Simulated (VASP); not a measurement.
# MoS2 in VASP: Born charges and dielectric tensor with LDA

Aim: the Born charges and dielectric tensor of MoS2 with LDA.

Everything below comes from runs of VASP 6.6.1. Logs are shortened: lines on timing, memory, paths and dates and some standing lists are left out, and cuts for length are marked.

**1. The slab as given**

The cell holds a slab with vacuum, 9 atoms: a = 3.123 Å, b = 3.123 Å, c = 26.604 Å, α = 90.00°, β = 90.00°, γ = 120.00°.

**2. Born charges and dielectric tensor, LDA**

INCAR

```
SYSTEM = MoS2
  PREC = Accurate
  ENCUT = 600
  EDIFF = 1E-8
  ISMEAR = 0
  SIGMA = 0.02
  LREAL = .False.
  LASPH = .True.
  NELM = 80
  ALGO = Normal
  ISIF = 2
  LWAVE = .False.
  LCHARG = .False.
  LEPSILON = .True.
  IBRION = 8
  NSW = 1
```

KPOINTS

```
Automatic mesh
0
Gamma
  6 6 1
  0 0 0
```

POSCAR

```
MoS2
1.0
    3.1227200000      0.0000000000      0.0000000000
   -1.5613600000      2.7043600000      0.0000000000
    0.0000000000      0.0000000000     26.6044100000
Mo S
3 6
Direct
    0.6666700000      0.3333300000      0.0000000000
    0.3333300000      0.6666700000      0.7731500000
    0.3333300000      0.6666700000      0.2268500000
    0.3333300000      0.6666700000      0.0584400000
    0.6666700000      0.3333300000      0.8316000000
    0.6666700000      0.3333300000      0.2851900000
    0.3333300000      0.6666700000      0.9415600000
    0.6666700000      0.3333300000      0.7148100000
    0.6666700000      0.3333300000      0.1684000000
```

Potentials or basis: VASP PAW LDA potentials, release 64 (Mo_sv, S).

The run is started by

```bash
$ cat potpaw_LDA.64/Mo_sv/POTCAR potpaw_LDA.64/S/POTCAR > POTCAR
$ mpirun -np 1 vasp_std > vasp.out
```

OUTCAR:

```text
SYSTEM = MoS2
   PREC = Accurate
   ENCUT = 600
   EDIFF = 1E-8
   ISMEAR = 0
   LREAL = .False.
   LASPH = .True.
   NELM = 80
   ISIF = 2
   LEPSILON = .True.
   IBRION = 8
   NSW = 1

 ion  position               nearest neighbor table
   1  0.667  0.333  0.000-   4 2.38   7 2.38   4 2.38   7 2.38   4 2.38   7 2.38
   2  0.333  0.667  0.773-   8 2.38   8 2.38   8 2.38   5 2.38   5 2.38   5 2.38
   3  0.333  0.667  0.227-   6 2.38   6 2.38   6 2.38   9 2.38   9 2.38   9 2.38
   4  0.333  0.667  0.058-   1 2.38   1 2.38   1 2.38
   5  0.667  0.333  0.832-   2 2.38   2 2.38   2 2.38
   6  0.667  0.333  0.285-   3 2.38   3 2.38   3 2.38
   7  0.333  0.667  0.942-   1 2.38   1 2.38   1 2.38
   8  0.667  0.333  0.715-   2 2.38   2 2.38   2 2.38
   9  0.667  0.333  0.168-   3 2.38   3 2.38   3 2.38

  LATTYP: Found a hexagonal cell.
 ALAT       =     3.1227200000
 C/A-ratio  =     8.5196271199

  Lattice vectors:

 A1 = (   3.1227200000,   0.0000000000,   0.0000000000)
 A2 = (  -1.5613600000,   2.7043600000,   0.0000000000)
 A3 = (   0.0000000000,   0.0000000000,  26.6044100000)

Analysis of symmetry for initial positions (statically):
=====================================================================
 Subroutine PRICEL returns:
 Original cell was already a primitive cell.

 Routine SETGRP: Setting up the symmetry group for a
 hexagonal supercell.

[... 978 lines left out ...]
  1Y     0.010948  -21.386642    0.000000   -0.001917    0.027498   -0.000260   -0.001917    0.027498    0.000260   -0.001374   10.610256   -0.002222   -0.001485    0.064441    0.000421   -0.000698   -0.008874    0.000726   -0.001374   10.610256    0.002222   -0.000698   -0.008874   -0.000726   -0.001485    0.064441   -0.000421
  1Z     0.000000    0.000000  -31.698598   -0.000898    0.000519    0.093134    0.000898   -0.000519    0.093134    0.002202   -0.001271   15.701779   -0.001795    0.001037    0.089487   -0.001573    0.000908   -0.035100   -0.002202    0.001271   15.701779    0.001573   -0.000908   -0.035100    0.001795   -0.001037    0.089487
  2X     0.026556   -0.004860   -0.000585  -21.500730   -0.000447   -0.000127   -0.016005    0.003256   -0.000288   -0.011905   -0.000083    0.000158   10.610004    0.002050    0.000054   -0.009386   -0.000389   -0.000451    0.066981   -0.001593   -0.000412   10.844336    0.002301    0.000949   -0.009852   -0.000235    0.000702
  2Y    -0.004860    0.020945    0.000338   -0.000447  -21.501328    0.000073    0.003256   -0.012245    0.000166   -0.000083   -0.012001   -0.000091    0.002050   10.612412   -0.000031   -0.000389   -0.009835    0.000260   -0.001593    0.065141    0.000238    0.002301   10.847034   -0.000548   -0.000235   -0.010123   -0.000405
  2Z    -0.000028    0.000016    0.081127    0.000269   -0.000155  -31.925084   -0.000153    0.000088    0.021199   -0.002165    0.001250   -0.045144   -0.003223    0.001861   15.711413   -0.001596    0.000922    0.002774    0.002183   -0.001260    0.068600    0.003104   -0.001792   16.089288    0.001610   -0.000930   -0.004174
  3X     0.026556   -0.004860    0.000585   -0.016005    0.003256    0.000288  -21.500730   -0.000447    0.000127    0.066981   -0.001593    0.000412   -0.009852   -0.000235   -0.000702   10.844336    0.002301   -0.000949   -0.011905   -0.000083   -0.000158   -0.009386   -0.000389    0.000451   10.610004    0.002050   -0.000054
  3Y    -0.004860    0.020945   -0.000338    0.003256   -0.012245   -0.000166   -0.000447  -21.501328   -0.000073   -0.001593    0.065141   -0.000238   -0.000235   -0.010123    0.000405    0.002301   10.847034    0.000548   -0.000083   -0.012001    0.000091   -0.000389   -0.009835   -0.000260    0.002050   10.612412    0.000031
  3Z     0.000028   -0.000016    0.081127    0.000153   -0.000088    0.021199   -0.000269    0.000155  -31.925084   -0.002183    0.001260    0.068600   -0.001610    0.000930   -0.004174   -0.003104    0.001792   16.089288    0.002165   -0.001250   -0.045144    0.001596   -0.000922    0.002774    0.003223   -0.001861   15.711413
  4X    10.602545   -0.005290    0.001181   -0.006021    0.001794   -0.000463    0.067498    0.001631   -0.000293  -10.275739   -0.000056    0.000622   -0.012511    0.000447   -0.000218   -0.012958    0.000785   -0.000651   -0.432593    0.000585    0.000400    0.002857    0.000057   -0.000361    0.066922    0.000048   -0.000216
  4Y    -0.005290   10.596477   -0.000682    0.001794   -0.003950    0.000267    0.001631    0.069381    0.000169   -0.000056  -10.275842   -0.000359    0.000447   -0.011996    0.000126    0.000785   -0.012051    0.000376    0.000585   -0.431920   -0.000231    0.000057    0.002922    0.000209    0.000048    0.066978    0.000125
  4Z    -0.001280    0.000739   15.682744    0.000728   -0.000420   -0.020779    0.000151   -0.000087    0.094228   -0.002757    0.001592  -17.979500    0.001042   -0.000602    0.006467    0.002202   -0.001271    0.015944    0.000840   -0.000485    1.978966    0.000636   -0.000367    0.012355   -0.001562    0.000902    0.209575
  5X     0.066573    0.002285   -0.000301   10.589137    0.000407   -0.000404    0.007804   -0.002031   -0.000452   -0.011998    0.000951   -0.000546  -10.270165   -0.000794    0.002378    0.004721    0.000636   -0.000648    0.065101    0.000099   -0.000300   -0.457079   -0.001516    0.000509    0.005907   -0.000036   -0.000237
  5Y     0.002285    0.069212    0.000174    0.000407   10.589647    0.000233   -0.002031    0.005459    0.000261    0.000951   -0.010900    0.000315   -0.000794  -10.271122   -0.001373    0.000636    0.005455    0.000374    0.000099    0.065215    0.000173   -0.001516   -0.458831   -0.000294   -0.000036    0.005866    0.000137
  5Z     0.000255   -0.000147    0.099586   -0.002873    0.001659   15.687999    0.000199   -0.000115   -0.015157    0.001782   -0.001029    0.027306    0.003835   -0.002214  -18.006456    0.002807   -0.001620    0.021345   -0.000759    0.000438    0.229753   -0.003644    0.002104    1.977954   -0.001601    0.000924   -0.022329
  6X    -0.006609    0.002116   -0.000330    0.008427   -0.001967   -0.000472   10.824626   -0.000317   -0.000556   -0.014334    0.001262   -0.000497    0.004948    0.000127   -0.000316  -10.369223   -0.000401    0.002548    0.004872    0.000628   -0.000270    0.004613   -0.000389   -0.000379   -0.457321   -0.001060    0.000273
  6Y     0.002116   -0.004165    0.000191   -0.001967    0.006156    0.000273   -0.000317   10.824301    0.000321    0.001262   -0.012877    0.000287    0.000127    0.005095    0.000182   -0.000401  -10.369725   -0.001471    0.000628    0.005598    0.000156   -0.000389    0.004165    0.000219   -0.001060   -0.458546   -0.000157
  6Z     0.000309   -0.000178   -0.015035    0.000147   -0.000085   -0.005045   -0.002899    0.001674   16.071974    0.001386   -0.000800    0.011670   -0.000047    0.000027    0.029687   -0.001258    0.000726  -18.062577   -0.000136    0.000078    0.006857    0.001299   -0.000750   -0.024925    0.001198   -0.000692    1.987393
  7X    10.602545   -0.005290   -0.001181    0.067498    0.001631    0.000293   -0.006021    0.001794    0.000463   -0.432593    0.000585   -0.000400    0.066922    0.000048    0.000216    0.002857    0.000057    0.000361  -10.275739   -0.000056   -0.000622   -0.012958    0.000785    0.000651   -0.012511    0.000447    0.000218
  7Y    -0.005290   10.596477    0.000682    0.001631    0.069381   -0.000169    0.001794   -0.003950   -0.000267    0.000585   -0.431920    0.000231    0.000048    0.066978   -0.000125    0.000057    0.002922   -0.000209   -0.000056  -10.275842    0.000359    0.000785   -0.012051   -0.000376    0.000447   -0.011996   -0.000126
  7Z     0.001280   -0.000739   15.682744   -0.000151    0.000087    0.094228   -0.000728    0.000420   -0.020779   -0.000840    0.000485    1.978966    0.001562   -0.000902    0.209575   -0.000636    0.000367    0.012355    0.002757   -0.001592  -17.979500   -0.002202    0.001271    0.015944   -0.001042    0.000602    0.006467
  8X    -0.006609    0.002116    0.000330   10.824626   -0.000317    0.000556    0.008427   -0.001967    0.000472    0.004872    0.000628    0.000270   -0.457321   -0.001060   -0.000273    0.004613   -0.000389    0.000379   -0.014334    0.001262    0.000497  -10.369223   -0.000401   -0.002548    0.004948    0.000127    0.000316
  8Y     0.002116   -0.004165   -0.000191   -0.000317   10.824301   -0.000321   -0.001967    0.006156   -0.000273    0.000628    0.005598   -0.000156   -0.001060   -0.458546    0.000157   -0.000389    0.004165   -0.000219    0.001262   -0.012877   -0.000287   -0.000401  -10.369725    0.001471    0.000127    0.005095   -0.000182
  8Z    -0.000309    0.000178   -0.015035    0.002899   -0.001674   16.071974   -0.000147    0.000085   -0.005045    0.000136   -0.000078    0.006857   -0.001198    0.000692    1.987393   -0.001299    0.000750   -0.024925   -0.001386    0.000800    0.011670    0.001258   -0.000726  -18.062577    0.000047   -0.000027    0.029687
  9X     0.066573    0.002285    0.000301    0.007804   -0.002031    0.000452   10.589137    0.000407    0.000404    0.065101    0.000099    0.000300    0.005907   -0.000036    0.000237   -0.457079   -0.001516   -0.000509   -0.011998    0.000951    0.000546    0.004721    0.000636    0.000648  -10.270165   -0.000794   -0.002378
  9Y     0.002285    0.069212   -0.000174   -0.002031    0.005459   -0.000261    0.000407   10.589647   -0.000233    0.000099    0.065215   -0.000173   -0.000036    0.005866   -0.000137   -0.001516   -0.458831    0.000294    0.000951   -0.010900   -0.000315    0.000636    0.005455   -0.000374   -0.000794  -10.271122    0.001373
  9Z    -0.000255    0.000147    0.099586   -0.000199    0.000115   -0.015157    0.002873   -0.001659   15.687999    0.000759   -0.000438    0.229753    0.001601   -0.000924   -0.022329    0.003644   -0.002104    1.977954   -0.001782    0.001029    0.027306   -0.002807    0.001620    0.021345   -0.003835    0.002214  -18.006456

 Eigenvectors and eigenvalues of the dynamical matrix
   1 f  =   14.253984 THz    89.560423 2PiTHz  475.461730 cm-1    58.949715 meV
   2 f  =   14.249243 THz    89.530634 2PiTHz  475.303584 cm-1    58.930107 meV
   3 f  =   14.178498 THz    89.086130 2PiTHz  472.943782 cm-1    58.637529 meV
   4 f  =   12.378873 THz    77.778752 2PiTHz  412.914753 cm-1    51.194882 meV
   5 f  =   12.366474 THz    77.700850 2PiTHz  412.501182 cm-1    51.143605 meV
   6 f  =   12.290871 THz    77.225818 2PiTHz  409.979315 cm-1    50.830934 meV
[... 16 lines left out ...]
  23 f  =    0.531857 THz     3.341755 2PiTHz   17.740835 cm-1     2.199582 meV
  24 f  =    0.527745 THz     3.315919 2PiTHz   17.603676 cm-1     2.182577 meV
  25 f/i=    0.001602 THz     0.010066 2PiTHz    0.053440 cm-1     0.006626 meV
  26 f/i=    0.009404 THz     0.059090 2PiTHz    0.313697 cm-1     0.038893 meV
  27 f/i=    0.010013 THz     0.062913 2PiTHz    0.333995 cm-1     0.041410 meV

 MACROSCOPIC STATIC DIELECTRIC TENSOR IONIC CONTRIBUTION
 ------------------------------------------------------
           0.156827    -0.000015     0.000000
          -0.000015     0.156811    -0.000000
           0.000000    -0.000000     1.277213
 ------------------------------------------------------

 ELASTIC MODULI CONTR FROM IONIC RELAXATION (kBar)
 Direction    XX          YY          ZZ          XY          YZ          ZX
 --------------------------------------------------------------------------------
 XX        -307.4014   -207.0508   -735.8505    -13.6559      0.0000      0.0000
 YY        -207.0508   -306.7491   -736.5076     14.2228      0.0000     -0.0000
 ZZ        -735.8505   -736.5076  -2150.6297     -0.5666     -0.0000     -0.0000
 XY         -13.6559     14.2228     -0.5666   -211.9420      0.0000      0.0000
 YZ           0.0000     -0.0000     -0.0000      0.0000  -1097.3618     -3.0988
 ZX           0.0000     -0.0000     -0.0000      0.0000     -3.0988   -929.5744
 --------------------------------------------------------------------------------

 PIEZOELECTRIC TENSOR IONIC CONTR  for field in x, y, z        (C/m^2)
          XX          YY          ZZ          XY          YZ          ZX
  --------------------------------------------------------------------------------
  x     0.00046     0.00063     0.00028     0.02055     0.00000    -0.00000
  y     0.02539    -0.02602    -0.00016    -0.00918    -0.00000    -0.00000
  z    -0.00000    -0.00000    -0.00000    -0.00000     0.00162    -0.00248
```

Run time: 2.2 h. Hardware: 1 thread of AMD EPYC 9R14 (Zen 4), shared host; peak memory 0.89 GiB.

Results:

| Property | Result |
| --- | --- |
| Band gap on the k mesh | 0.97 eV, indirect (least direct gap 1.80 eV) |
| Electronic dielectric tensor (diagonal) | 10.96, 10.96, 2.41 |
| Born charges (mean of the diagonal) | Mo -0.74, -1.29; S +0.57, +0.50, +0.59 e |
| Highest phonon frequency at Γ, LO-TO splitting left out | 475 cm⁻¹ |

Levels at points of the mesh, in eV from the valence-band top:
| k point | band 36 | band 37 | band 38 | band 39 | band 40 | band 41 | band 42 | band 43 |
| --- | --- | --- | --- | --- | --- | --- | --- | --- |
| (0.00, 0.00, 0.00) | -1.70 | -1.05 | -0.35 | 0.00 | 2.25 | 2.25 | 2.27 | 2.27 |
| (0.50, 0.00, 0.00) | -1.43 | -1.38 | -1.31 | -1.28 | 1.78 | 1.81 | 1.82 | 2.19 |
| (0.50, 0.50, 0.00) | -1.43 | -1.38 | -1.31 | -1.28 | 1.78 | 1.81 | 1.82 | 2.19 |

Phonon frequencies in cm⁻¹ (negative: imaginary):
```
              q point                                                                                      frequencies
(0.000, 0.000, 0.000)  0 0 0 18 18 28 31 31 48 288 288 289 289 290 290 388 388 390 390 390 390 410 413 413 473 475 475
```

Electronic dielectric tensor:
```
10.96  0.00  0.00
 0.00 10.96  0.00
 0.00  0.00  2.41
```

Born effective charge tensors (e):
atom 1, Mo
```
-1.17  0.00  0.00
 0.00 -1.17  0.00
 0.00  0.00  0.12
```
atom 2, Mo
```
-1.18  0.00  0.00
 0.00 -1.18  0.00
 0.00  0.00 -1.50
```
atom 3, Mo
```
-1.18  0.00  0.00
 0.00 -1.18  0.00
 0.00  0.00 -1.50
```
atom 4, S
```
0.59 0.00 0.00
0.00 0.59 0.00
0.00 0.00 0.53
```
atom 5, S
```
 0.58  0.00  0.00
 0.00  0.58  0.00
 0.01 -0.01  0.33
```
atom 6, S
```
0.59 0.00 0.00
0.00 0.59 0.00
0.01 0.00 0.58
```
atom 7, S
```
0.59 0.00 0.00
0.00 0.59 0.00
0.00 0.00 0.53
```
atom 8, S
```
 0.59  0.00  0.00
 0.00  0.59  0.00
-0.01  0.00  0.58
```
atom 9, S
```
 0.58  0.00  0.00
 0.00  0.58  0.00
-0.01  0.01  0.33
```
